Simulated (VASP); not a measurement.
# Ti: equation of state with PBEsol

Crystal: Ti.

```
Ti
1.0
     4.56737    0.00000    0.00000
    -2.28369    3.95546    0.00000
     0.00000    0.00000    2.82624
Ti
3
Direct
  0.66667 0.33333 0.50000
  0.33333 0.66667 0.50000
  0.00000 0.00000 0.00000
```

This isn't the form of Ti at room conditions, which is hcp.

- Program: VASP 6.6.1
- Task: equation of state
- Functional: PBEsol
- Potentials or basis: VASP PAW PBE potentials, release 64 (Ti_sv)
- Cutoff: 520 eV
- k mesh: 7 × 7 × 9
- Occupations: fermi-dirac, width 0.05 eV
- Spin: no spin polarisation

| Property | Result |
| --- | --- |
| Equilibrium volume | 16.44 Å³/atom |
| Bulk modulus at fixed shape and positions | 119 GPa |
| Pressure derivative of the bulk modulus | 3.6 |

Energy against volume, from the lowest point:
```
volume (Å³/atom)  energy (meV/atom)
          15.999               4.41
          16.339               0.00
          16.679               0.99
          17.020               6.90
          17.360              17.28
          17.701              31.73
          18.041              49.87
```

All runs of the series together: 3.9 min on 1 thread of Intel(R) Xeon(R) Platinum 8559C (Emerald Rapids), on a shared host.

Caveat: the cell was scaled at fixed shape and fractional positions, which overstates the stiffness of a crystal with free parameters, most of all of layers and chains; the PAW data sets were made with another functional, which shifts forces and pressure a little.
